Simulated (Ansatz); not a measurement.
## Si3N4: field gradients at two levels of theory

Cell: a structure deposited in the COD, whose atoms a relaxation with PBE at fixed cell left in place.

Space group I-43d (No. 220); a = 6.4747 Å.

```csv
site,Wyckoff,site symmetry,x,y,z
Si,12b,-4..,0.3750,0.5000,0.7500
N,16c,.3.,0.2814,0.2814,0.2814
```

One atom of each set is listed; the run and its k-mesh use a cell of 14 atoms with edges of 5.61, 5.61, 5.61 Å.

First run. Level of theory: DFT, PBE, plane waves and PAW, scalar-relativistic, 420 eV cutoff, Γ-centred 6×6×6 k-points, Fermi–Dirac smearing 0.02 eV (Ansatz 0.2.0).

```csv
site,V_zz (10²¹ V/m²),η
Si,-0.10,0.00
N,-5.77,0.00
```

Second run. The same atoms and settings, except that the functional is PBEsol.

Task: What does the second run give?

Result: 

| site | V_zz | η | change of V_zz |
| --- | --- | --- | --- |
| Si | -0.11 | 0.00 | -0.01 |
| N | -5.55 | 0.00 | +0.22 |

The largest change of V_zz is on N, from -5.77 to -5.55. In per cent, |V_zz| changes by -4 on N (all sites that start above 0.5).
